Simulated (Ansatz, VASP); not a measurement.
**One calculation of MgO, two programs**

```
Mg O
1.0
     0.00000    2.28201    2.28201
     2.22975    0.00000    2.28201
     2.22975    2.28201    0.00000
Mg O
1 1
Cartesian
  0.0000 0.0000 0.0000
  1.1149 1.1410 1.1410
```

Change from the starting cell: uniaxial_x strain -2.3%.

Alike in both runs: task single point; functional r2SCAN; k mesh 10 × 10 × 10; no spin polarisation.

|  | VASP | Ansatz |
| --- | --- | --- |
| version | VASP 6.6.1 | Ansatz 0.2.0 |
| potentials or method | VASP PAW PBE potentials, release 64 (Mg, O) | plane waves, PAW |
| plane-wave cutoff (eV) | 520 | 500 |
| occupations | gaussian, width 0.01 eV | fixed |
| valence electrons in the cell | 8 | 16 |

```tsv
	VASP	Ansatz	Ansatz less VASP
gap on the k mesh at the Fermi level (eV)	4.43	4.44	+0.015
pressure (GPa)	2.5	3.0	+0.54
largest component of the traceless stress (GPa)	0.57	0.56	-0.008
```

The two sets of potentials don't hold the same shells in valence.

Caveats: the PAW data sets were made with another functional, which shifts forces and pressure a little (VASP).
